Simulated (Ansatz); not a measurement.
This script drives Ansatz 0.2.0, Python API.

`zro2.xyz`
```text
3
Lattice="0.0 2.535 2.535 2.535 0.0 2.535 2.535 2.535 0.0" Properties=species:S:1:pos:R:3 pbc="T T T"
Zr    0.00000000    0.00000000    0.00000000
O     1.26750000    1.26750000    1.26750000
O     3.80250000    3.80250000    3.80250000
```

The script, `lattice_zro2.py`:
```python
"""How the lattice of ZrO2 depends on the functional."""

import ansatz as az
import numpy as np

def edges_and_angles(cell):
    cell = np.asarray(cell)
    a, b, c = np.linalg.norm(cell, axis=1)
    cosines = cell[1] @ cell[2] / (b * c), cell[0] @ cell[2] / (a * c), cell[0] @ cell[1] / (a * b)
    return (a, b, c, *np.degrees(np.arccos(cosines)))


def main() -> None:
    xtal = az.Crystal.from_extxyz("zro2.xyz")

    base = (
        xtal.calculation()
        .basis(23 * az.Ry, xc_grid=1)
        .kpoints(5, 5, 5, shift=0.5)
        .occupations("fixed")
        .scf(max_iterations=80, extra_bands=4, self_checks="high")
        .relax(cell=True, max_steps=100)
    )

    levels = [("r2scan", "rvv10"), ("pbe", "none"), ("pbesol", "none"), ("pbe", "d4")]
    print("level            a       b       c    alpha   beta  gamma  V/atom  steps")
    for name, dispersion in levels:
        seen = []
        run = base.functional(name, dispersion=dispersion).session().plan()
        done = run.execute(on_event=lambda e: seen.append(e) if e["event"] == "relax_step" else None)
        cell = done.lattice.cell_ang
        label = name if dispersion == "none" else f"{name}+{dispersion}"
        print("{:13s} {:7.4f} {:7.4f} {:7.4f} {:6.2f} {:6.2f} {:6.2f}".format(label, *edges_and_angles(cell)), f"{abs(np.linalg.det(cell)) / len(done.lattice.sites):7.3f} {len(seen):5d}")


if __name__ == "__main__":
    main()
```

It is started by `python lattice_zro2.py`. How long does it take on 1 thread of Arm Neoverse V2 (shared host), and how much memory does it need?

It took about 28 s, with a peak of 0.38 GiB, for 4 runs of the engine.

Running `python lattice_zro2.py` prints:
```text
level            a       b       c    alpha   beta  gamma  V/atom  steps
DeckWarning: basis.ecutwfc = 312.930941828862 eV is below the records' recommended 500 eV, and the density's cutoff is lower with it unless basis.ecutrho_ratio is high enough to keep the records' density cutoff: compare with a run at a higher cutoff
DeckWarning: crystal.symmetry: narrowed to the stabiliser of the k-point mesh — unitary ops 48 → 12; excluded 36 operations that carry a point of the 5×5×5 mesh (shift [0.5, 0.5, 0.5]) off the mesh (the run samples exactly the mesh kpoints.mp_grid names, as under crystal.symmetry.detect: false, and its converged state [...]
r2scan+rvv10   3.5971  3.5971  3.5971  60.02  60.02  60.02  10.974    10
DeckWarning: basis.ecutwfc = 312.930941828862 eV is below the records' recommended 420 eV, and the density's cutoff is lower with it unless basis.ecutrho_ratio is high enough to keep the records' density cutoff: compare with a run at a higher cutoff
pbe            3.6244  3.6244  3.6244  59.91  59.91  59.91  11.200    15
pbesol         3.5845  3.5845  3.5845  60.04  60.04  60.04  10.865     6
pbe+d4         3.6028  3.6028  3.6028  60.00  60.00  60.00  11.024    12
```
(Warnings from the package without file and line, shortened.)

From smallest to largest: PBEsol (10.86 Å³ an atom, +0.0 % against the start), r2SCAN+RVV10 (10.97 Å³ an atom, +1.0 % against the start), PBE+D4 (11.02 Å³ an atom, +1.5 % against the start) and PBE (11.20 Å³ an atom, +3.1 % against the start). The spread is 3.1 % in volume.

What to keep in mind:
- The settings weren't tested for convergence.
- The cutoff lies under the one recommended for these potentials.
- Spin is left out of this run.
- The k-point mesh is coarse, and energy and stress weren't tested for convergence.
- Edges and angles are those of the cell as typed, here a primitive one, not of the conventional cell.
- Of the deposited cell: the entry's cell lengths or inner coordinates differ somewhat from later room-temperature determinations.
- xc_grid=1 is under the default for a meta-GGA and makes forces and stresses depend on the grid.
- This is a high-temperature or high-pressure form, not the ambient phase.
- The starting cell is as deposited in a crystallographic database; the results hold for this polymorph, which needn't be the stable one.
